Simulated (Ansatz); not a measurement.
CdSe under changes of volume

One of the cells (28.942 Å³/atom); the others are scaled copies at fixed shape and fractional positions:

```
CELL_PARAMETERS angstrom
0.00000 3.07027 3.07027
3.07027 0.00000 3.07027
3.07027 3.07027 0.00000
ATOMIC_POSITIONS crystal
Cd 0.00000 0.00000 0.00000
Se 0.25000 0.25000 0.25000
```

Measurements of this composition are mostly on another form, of space group No. 186.

```yaml
Program: Ansatz 0.2.0
Functional: HISS
Potentials_or_basis: Ansatz PAW
Cutoff: "420 eV (not typed: the program's choice for these potentials)"
k_mesh: 4 × 4 × 4
Occupations: fermi-dirac, width 0.05 eV
Spin: no spin polarisation
```

| volume (Å³/atom) | energy over the lowest point (meV/atom) | pressure (GPa) | gap on the mesh (eV) |
| --- | --- | --- | --- |
| 27.206 | 11.78 | 3.0 | 2.02 |
| 27.784 | 3.58 | 1.6 | 1.97 |
| 28.363 | 0.00 | 0.4 | 1.91 |
| 28.942 | 0.57 | -0.7 | 1.86 |
| 29.521 | ? | ? | ? |
| 30.100 | 12.49 | -2.5 | 1.76 |
| 30.679 | 23.04 | -3.3 | 1.71 |

What does the run at 29.521 Å³/atom give?

Energy over the lowest point 4.85 meV/atom; pressure -1.7 GPa; gap on the mesh 1.81 eV.

Worked out: A Birch-Murnaghan fit of order 3 (a polynomial in V^(-2/3)) to the other rows has its minimum at 28.56 Å³/atom with B0 = V·E''(V) = 54 GPa and B' = 4.6. It gives 4.87 meV/atom at 29.521 Å³/atom, against the run's 4.85, and -dE/dV = -1.7 GPa, against -1.7. A straight line through the other rows of the gap, of slope -2.59 eV per unit of ln V (its deformation potential), gives 1.81 eV, against the run's 1.81.

Energies are extrapolated to zero smearing.

Caveats: all runs use coarse meshes; the PAW data sets come from PBE, with cores solved anew for the run's functional, which leaves a small shift of forces and pressure; the thresholds are loose for stress.

Spin-orbit coupling on Cd, Se is left out.
